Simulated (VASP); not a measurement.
# Settings for Nb: self-consistent run

Nb, slab, 5 atoms in the cell. AM05; PAW potentials Nb_sv (PBE set). VASP 6.6.1.

Wanted: energy within 1 meV/atom.

What the run is for: comparing ways to reach the ground state; Accuracy asked: standard.

POSCAR:
```
Nb
1.0
    2.8820459413      0.0000000000      0.0000000000
   -0.9606819804      2.7172189717      0.0000000000
    0.0000000000      0.0000000000     24.4127226284
Nb
5
Direct
    0.5000000000      0.5000000000      0.3072168604
    0.0000000000      0.0000000000      0.4036084302
    0.5000000000      0.5000000000      0.5000000000
    0.0000000000      0.0000000000      0.5963915698
    0.5000000000      0.5000000000      0.6927831396
```

## Way to the ground state (with a PBE run first, the time holds both)

| Way to the ground state (with a PBE run first, the time holds both) | Energy less reference (meV/atom) | Time (s) |
|---|---|---|
| PBE orbitals, then all bands at once (ALGO All, ISEARCH 1): 21 + 25 SCF iterations | 0.0 | 141 |
| plain run (ALGO Normal): 100 SCF iterations | no result | 387 |
| PBE orbitals, then ALGO Normal: 97 SCF iterations | crashed | 404 |
| ALGO Fast: 100 SCF iterations | no result | 480 |
| all bands at once from scratch: 68 SCF iterations | 0.0 | 231 |
| PBE orbitals, then damped steps (TIME 0.2): 21 + 100 SCF iterations | no result | 263 |
| PBE orbitals, then damped steps (TIME 0.5): 21 + 100 SCF iterations | no result | 253 |
| linear mixing: 100 SCF iterations | no result | 326 |
| slow linear mixing: 200 SCF iterations | no result | 672 |
| more empty bands: 65 SCF iterations | crashed | 288 |

Chosen: PBE orbitals, then all bands at once (ALGO All, ISEARCH 1): 21 + 25 SCF iterations, the fastest of those that reach the lowest result within the tolerance.

VASP's message at the runs that stop: EDDAV: Call to ZHEGV failed. Returncode = 10 2 16.

VASP's message at the runs that stop: EDDAV: Call to ZHEGV failed. Returncode = 15 2 16.

## The input

INCAR.step1:
```
ALGO = Normal ; DIPOL = 0.5 0.5 0.500
EDIFF = 1E-5 ; EFERMI = MIDGAP
ENCUT = 400 ; GGA = PE
GGA_COMPAT = F ; IDIPOL = 3
ISIF = 0 ; ISMEAR = 0
LASPH = T ; LCHARG = T
LDIPOL = T ; LREAL = F
LWAVE = T ; NELM = 100
NELMDL = -8 ; PREC = Accurate
SIGMA = 0.03
```

INCAR.step2, as INCAR.step1 but for:
```
- ALGO = Normal
- EDIFF = 1E-5
- GGA = PE
- LCHARG = T
- LWAVE = T
+ ALGO = All
+ EDIFF = 1E-6
+ GGA = AM
+ ISEARCH = 1
+ ISTART = 1
+ LCHARG = F
+ LWAVE = F
```

KPOINTS:
```
k-points
0
Gamma
  6 6 1
```

Commands (each step's output is kept before the next begins):
```
cat potpaw_PBE.64/Nb_sv/POTCAR > POTCAR
cp INCAR.step1 INCAR
mpirun -np 1 vasp_std > vasp.out
cp INCAR.step2 INCAR
mpirun -np 1 vasp_std > vasp.out
```

The chosen input took VASP 6.6.1 141 s on 1 core (Intel Xeon 6975P-C (Granite Rapids)), a shared host.
